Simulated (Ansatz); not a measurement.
## Ge, space group Fmmm: a frozen displacement of one atom, step by step

With Ansatz's Python interface.

Run as a notebook:

In [1]:
```python
import ansatz as az
import numpy as np
```

In [2]:
```python
lattice = az.Lattice.of(
    (0.0, 2.88574, 5.115665),
    (2.630497, 0.0, 5.115665),
    (2.630497, 2.88574, 0.0),
)
sites = [
    ("Ge", (0.781867, 0.781867, 0.218133)),
    ("Ge", (0.218133, 0.218133, 0.781867)),
    ("Ge", (0.27351, 0.72649, 0.27351)),
    ("Ge", (0.72649, 0.27351, 0.72649)),
]
crystal = az.Crystal(lattice=lattice)
for symbol, position in sites:
    crystal = crystal.atom(symbol, position)
```

In [3]:
```python
[site.symbol for site in crystal.resolved().sites]
```
Out [3]:
```text
['Ge', 'Ge', 'Ge', 'Ge']
```

In [4]:
```python
inverse = np.linalg.inv(np.array(crystal.lattice.vectors))
home = np.array(crystal.sites[2].position)
values = np.linspace(-0.1, 0.1, 5)
energies, pulls = [], []
for shift in values:
    moved = crystal.move(2, to=home + shift * inverse[2])
    job = (
        moved.calculation()
        .kpoints(mesh=(6, 6, 6))
        .occupations("Marzari-Vanderbilt", width=0.1)
        .basis(17 * az.Ha)
        .functional(az.Functional.LDA)
        .forces()
    )
    data = job.run(threads=1).report
    energies.append(data["free_energy_ev"])
    pulls.append(data["forces_ev_ang"][2][2])
```

In [5]:
```python
# the force is minus the slope of the free energy
print("shift (A)   dE (eV)   force along z (eV/A)")
for shift, e, f in zip(values, energies, pulls):
    print(f"{shift:8.3f} {e - energies[2]:10.5f} {f:12.4f}")
print(f"stiffness from energies {2 * np.polyfit(values, energies, 2)[0]:.3f}, from forces {-np.polyfit(values, pulls, 1)[0]:.3f} eV/A^2")
```
```text
shift (A)   dE (eV)   force along z (eV/A)
  -0.100    0.00804       0.1650
  -0.050    0.00196       0.0792
   0.000    0.00000       0.0000
   0.050    0.00196      -0.0792
   0.100    0.00804      -0.1650
stiffness from energies 1.613, from forces 1.637 eV/A^2
```

The curvature of the energy gives 1.613 eV/Å² and the slope of the force 1.637 eV/Å², a positive curvature.

Caveats:
- The mesh is modest for a metal, so energies can be off by several to tens of meV an atom and pressures by half a GPa or more; differences at equal mesh fare better.
- In a metal a curvature from energy changes of a few meV or less hangs on mesh and smearing, in size and even in sign.
- This isn't the structure that Ge takes at ambient conditions.
- All periodic images of the atom move with it, so the curvature is one diagonal element of the zone-centre force constants and no normal mode; a positive value doesn't exclude soft modes in which several atoms move.
- Run time: 46 s on 1 thread of Intel(R) Xeon(R) Processor @ 2.30GHz, on a shared host, peak memory 0.59 GiB.
